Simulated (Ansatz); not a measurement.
Before relaxation, (100) slab as cut from the bulk (BAs, F-43m (No. 216), (1 0 0) face):

```xyz
11
Lattice="3.4004 0.0000 0.0000 0.0000 3.4004 0.0000 0.0000 0.0000 27.0221" Properties=species:S:1:pos:R:3 pbc="T T T"
As    0.0000    1.7002    7.5000
B     1.7002    1.7002    8.7022
As    1.7002    0.0000    9.9044
B     0.0000    0.0000   11.1066
As    0.0000    1.7002   12.3088
B     1.7002    1.7002   13.5110
As    1.7002    0.0000   14.7132
B     0.0000    0.0000   15.9154
As    0.0000    1.7002   17.1176
B     1.7002    1.7002   18.3199
As    1.7002    0.0000   19.5221
```

These are results of Ansatz 0.2.0, DFT PBE, scalar-relativistic, plane waves, PAW, not measurements. Plane waves to 420 eV, a k mesh through Γ of 8×8×1 on the computed 11-atom cell and Gaussian smearing (0.05 eV); no spin polarisation. The cell repeats along c with a dipole correction in the vacuum.

All atoms are free. The cell is fixed. Force threshold 0.02 eV/Å.

Problem. Where does it end?

Solution. The energy falls by 0.002 eV in 3 steps, to:

```xyz
11
Lattice="3.4004 0.0000 0.0000 0.0000 3.4004 0.0000 0.0000 0.0000 27.0221" Properties=species:S:1:pos:R:3 pbc="T T T"
As    0.0000    1.7002    7.4950
B     1.7002    1.7002    8.7062
As    1.7002    0.0000    9.9099
B     0.0000    0.0000   11.1080
As    0.0000    1.7002   12.3057
B     1.7002    1.7002   13.5110
As    1.7002    0.0000   14.7164
B     0.0000    0.0000   15.9140
As    0.0000    1.7002   17.1121
B     1.7002    1.7002   18.3158
As    1.7002    0.0000   19.5271
```

Cost: 1 run of about 2.4 core-minutes, on Intel Xeon Platinum 8259CL (Skylake/Cascade Lake) (shared hosts).